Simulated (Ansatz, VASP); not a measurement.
One calculation of Pb, two programs

```xyz
1
Lattice="0.0000 2.3906 2.3906 2.3906 0.0000 2.3906 2.3906 2.3906 0.0000" Properties=species:S:1:pos:R:3 pbc="T T T"
Pb    0.0000    0.0000    0.0000
```

Alike in both runs: task single point; functional PBEsol; k mesh 14 × 14 × 14; occupations gaussian, width 0.1 eV; no spin polarisation.

|  | VASP | Ansatz |
| --- | --- | --- |
| version | VASP 6.6.1 | Ansatz 0.2.0 |
| potentials or method | VASP PAW PBE potentials, release 64 (Pb_d) | scalar-relativistic, plane waves, PAW |
| plane-wave cutoff (eV) | 520 | 420 |
| valence electrons in the cell | 14 | 14 |

```tsv
	VASP	Ansatz	Ansatz less VASP
gap on the k mesh at the Fermi level (eV)	none	none	-
pressure (GPa)	5.7	5.8	+0.03
```

A gap of «none» marks a metal or a gap that the smearing closes.

Caveats: the PAW data sets were made with another functional, which shifts forces and pressure a little (VASP). Spin-orbit coupling is left out, which matters for the levels of Pb.
